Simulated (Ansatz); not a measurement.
Input:

Starting cell, InN (wurtzite):

```
InN
1.0
    7.16106     0.00000     0.00000
   -1.79026     3.10083     0.00000
    0.00000     0.00000     5.78779
In N
4 4
Cartesian
  1.79026   1.03361   2.90530
  5.37079   1.03361   2.90530
  0.00000   2.06722   0.01140
  3.58053   2.06722   0.01140
  1.79026   1.03361   0.71323
  5.37079   1.03361   0.71323
  0.00000   2.06722   3.60712
  3.58053   2.06722   3.60712
```

The atoms are displaced by Q × the pattern below (from a DFPT mode at M = (0.5, 0.0, 0.0), largest move 1; Q in Å), at fixed cell. (q is in reciprocal vectors of the primitive cell; the cell shown is doubled to hold the pattern.)

| atom | x | y | z |
|---|---|---|---|
| In1 | -0.093 | -0.054 | 0.994 |
| In2 | 0.093 | 0.054 | -0.994 |
| In3 | 0.093 | 0.054 | 0.994 |
| In4 | -0.093 | -0.054 | -0.994 |
| N5 | 0.203 | 0.117 | 0.624 |
| N6 | -0.203 | -0.117 | -0.624 |
| N7 | -0.203 | -0.117 | 0.624 |
| N8 | 0.203 | 0.117 | -0.624 |

Calculation: PBE (plane waves to 420 eV, PAW, scalar-relativistic; Ansatz, an electronic-structure program). k mesh 11×11×6 (Γ-centred), Fermi-Dirac smearing 0.05 eV. The energy includes the smearing's −TS. With partly filled bands, energies and forces of such displacements shift with the k mesh and the smearing. At this level the bands of InN touch or barely overlap; measurements give the solid a gap. InN was relaxed with its symmetry unable to fall. ΔE is measured from the undisplaced structure.

The scan covers Q from -0.100 to 0.100 Å in 13 points.

Problem. Which space group does the distorted structure have?

Solution. Pmn2_1 (No. 31), lowered from P6_3mc.

Problem. What is the energy change at Q = 0.100 Å?

Solution. 110 meV/cell.

Problem. What harmonic wavenumber does the curvature at Q = 0 give?

Solution. 111 cm⁻¹.

(For displaced atoms, the force is minus the slope of the energy, and its curvature is a force constant, which sets phonon frequencies.)
